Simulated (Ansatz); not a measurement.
# AgBr: the crystal squeezed far

An exercise on one series of results from a longer session: the logs are not shown, and one member is left open.

The COD entry's cell or inner coordinates are ideal or old and differ from later refinements, so a difference from it is no clean test against experiment.

Program: Ansatz 0.2.0. Level of theory: DFT, PBE, PAW with Ansatz's default frozen-core files, scalar-relativistic. These are calculated values, not measurements.

**The system as given**

It takes space group Fm-3m (No. 225, cubic). Conventional cell: a = 5.740 Å, b = 5.740 Å, c = 5.740 Å, α = 90.00°, β = 90.00°, γ = 90.00°. Around Ag (site symmetry m-3m) lie 6 Br at 2.87 Å. Br (site symmetry m-3m) is surrounded by 6 Ag at 2.87 Å.

Structure file:

```cif
data_structure
_symmetry_space_group_name_H-M 'Fm-3m'
_symmetry_Int_Tables_number 225
_cell_length_a 5.7403
_cell_length_b 5.7403
_cell_length_c 5.7403
_cell_angle_alpha 90.000
_cell_angle_beta 90.000
_cell_angle_gamma 90.000
_cell_volume 189.15
loop_
_atom_site_label
_atom_site_type_symbol
_atom_site_symmetry_multiplicity
_atom_site_Wyckoff_symbol
_atom_site_fract_x
_atom_site_fract_y
_atom_site_fract_z
_atom_site_occupancy
Ag1 Ag 4 a 0.00000 0.00000 0.00000 1
Br1 Br 4 b 0.50000 0.00000 0.00000 1
```

The file gives the conventional cell by its symmetry; the runs use the cell typed in the input.

Whether this phase is the stable one at these pressures isn't tested.

Atoms are numbered in the order of the input: Ag1, Br2.

Set-up of the first run:

Input file input.yaml:

```yaml
crystal:
  lattice:
    - [0.0, 2.87015, 2.87015]
    - [2.87015, 0.0, 2.87015]
    - [2.87015, 2.87015, 0.0]
  atoms:
    - { symbol: Ag, position: [0.0, 0.0, 0.0] }
    - { symbol: Br, position: [0.5, 0.5, 0.5] }
kpoints:
  mp_grid: { grid: [9, 9, 9] }
scf:
  occupations: { method: fermi_dirac, width: 0.03 }
hamiltonian:
  xc: pbe
  pseudopotentials: { kind: paw }
output:
  forces: true
  stress: true
  write_density: true
  write_potential: true
  elf: true
  volumetric_format: npy
relax:
  f_tol: 0.01
  max_steps: 30
```

Launch:

```bash
$ ansatz run input.yaml --threads 1 --pin off --max-ram 2048MiB --backend cpu --events-out ev --progress --plain --runs-dir out
```

Steps of the session up to this table: Atoms relaxed at the given volume, PAW; Volume scaled by 1, PAW; Atoms relaxed at 0.9 of the volume, PAW; Volume scaled by 0.9, PAW; Atoms relaxed at 0.8 of the volume, PAW; Volume scaled by 0.8, PAW; Atoms relaxed at 0.65 of the volume, PAW; Volume scaled by 0.65, PAW.

One of the session's tables, all rows but one given; the rest of the session is left out.

```
method  volume over the first  volume (Å³/atom)  pressure (GPa)  gap (eV)
   PAW                      1            23.644            2.32      0.67
   PAW                    0.9            21.279            9.31      0.68
   PAW                    0.8            18.915           22.27      0.77
   PAW                   0.65                 ?               ?         ?
```

**Question.** Estimate the row for PAW, 0.65.

**Answer.** volume (Å³/atom): 15.368; pressure (GPa): 67.60; gap (eV): 0.40. In the column «volume (Å³/atom)» it is the lowest.

Caveats from the session: Warnings in the runs' records: stress scf threshold loose, gradients without spin orbit.
